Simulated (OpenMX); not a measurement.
Something may be wrong with this OpenMX 3.8.5 calculation of Sr.

Contents of Sr.dat:

```
System.CurrrentDirectory             ./
System.Name                          Sr
DATA.PATH                            ./DFT_DATA13
level.of.stdout                      1
level.of.fileout                     0
Species.Number                       1
<Definition.of.Atomic.Species
  Sr  Sr10.0-s3p2d2          Sr_CA13
Definition.of.Atomic.Species>

Atoms.Number                         1
Atoms.SpeciesAndCoordinates.Unit     FRAC
<Atoms.SpeciesAndCoordinates
    1  Sr    0.0000000000    0.0000000000    0.0000000000   5.015  4.985    64.18 -135.00   64.18 -135.00  1  off
Atoms.SpeciesAndCoordinates>

Atoms.UnitVectors.Unit               Ang
<Atoms.UnitVectors
     0.0000000000    2.9154352404    2.9154352404
     2.9154352404    0.0000000000    2.9154352404
     2.9154352404    2.9154352404    0.0000000000
Atoms.UnitVectors>

scf.XcType                           LSDA-CA
scf.SpinPolarization                 nc
scf.Constraint.NC.Spin               on2
scf.Constraint.NC.Spin.v             0.2
scf.ElectronicTemperature            580.226
scf.energycutoff                     300.0
scf.maxIter                          8
scf.EigenvalueSolver                 band
scf.Kgrid                            6 6 6
scf.Mixing.Type                      rmm-diisk
scf.Init.Mixing.Weight               0.05
scf.Min.Mixing.Weight                0.001
scf.Max.Mixing.Weight                0.3
scf.Mixing.History                   25
scf.Mixing.StartPulay                8
scf.criterion                        1.0e-7
MD.Type                              nomd
```

Potentials or basis: OpenMX 2013 LDA set, Sr10.0-s3p2d2, grid cutoff 300 Ry.

Launch:

```console
$ openmx Sr.dat -nt 1 > Sr.std
```

Sr.out:

```text
Required cutoff energy (Ryd) for 3D-grids = 300.0000
      Used cutoff energy (Ryd) for 3D-grids = 298.7395, 298.7395, 298.7395
  Num. of grids of a-, b-, and c-axes = 35, 35, 35

  Num.Grid1.    35
  Num.Grid2.    35
  Num.Grid3.    35

  Cell_Volume =    334.454235396647 (Bohr^3)
  GridVol     =      0.007800681875 (Bohr^3)
  Cell vectors (bohr) of the grid cell (gtv)
    gtv_a =  0.000000000000,  0.157410678337,  0.157410678337
    gtv_b =  0.157410678337,  0.000000000000,  0.157410678337
    gtv_c =  0.157410678337,  0.157410678337,  0.000000000000
    |gtv_a| =  0.222612316167
    |gtv_b| =  0.222612316167
    |gtv_c| =  0.222612316167

[... 710 lines left out ...]
          1 py           -0.00036   0.00894  -0.00380  -0.00412  -0.00023   0.00564   0.00610   0.00662
          1 pz           -0.00036   0.00894  -0.00380  -0.00412  -0.00023   0.00564   0.00610   0.00661
          0 d3z^2-r^2    -0.00000  -0.00000   0.00000  -0.00000  -0.00000  -0.00000  -0.00000   0.00000
          0 dx^2-y^2     -0.00000  -0.00000   0.00000  -0.00000  -0.00000  -0.00000  -0.00000   0.00000
          0 dxy           0.00000   0.00000  -0.00000   0.00000   0.00000   0.00000   0.00000  -0.00000
          0 dxz          -0.00000  -0.00000   0.00000  -0.00000  -0.00000  -0.00000  -0.00000   0.00000
          0 dyz           0.00000   0.00000  -0.00000   0.00000   0.00000   0.00000   0.00000  -0.00000
          1 d3z^2-r^2     0.00000   0.00000  -0.00000   0.00000   0.00000   0.00000   0.00000  -0.00000
          1 dx^2-y^2      0.00000   0.00000  -0.00000   0.00000   0.00000   0.00000   0.00000  -0.00000
          1 dxy          -0.00000  -0.00000   0.00000  -0.00000  -0.00000  -0.00000  -0.00000   0.00000
          1 dxz           0.00000   0.00000  -0.00000   0.00000   0.00000   0.00000   0.00000  -0.00000
          1 dyz          -0.00000  -0.00000   0.00000  -0.00000  -0.00000  -0.00000  -0.00000   0.00000

***********************************************************
       xyz-coordinates (Ang) and forces (Hartree/Bohr)
***********************************************************

<coordinates.forces
  1
    1    Sr     0.00000   0.00000   0.00000   0.000000000002 -0.000000000000  0.000000000000
coordinates.forces>

***********************************************************
       Fractional coordinates of the final structure
***********************************************************

     1     Sr     0.00000000000000   0.00000000000000   0.00000000000000
```

Problem. Diagnose the run.

Solution. No converged result was reached. The input holds a flaw that was put in on purpose: too few SCF iterations (scf.maxIter = 8).
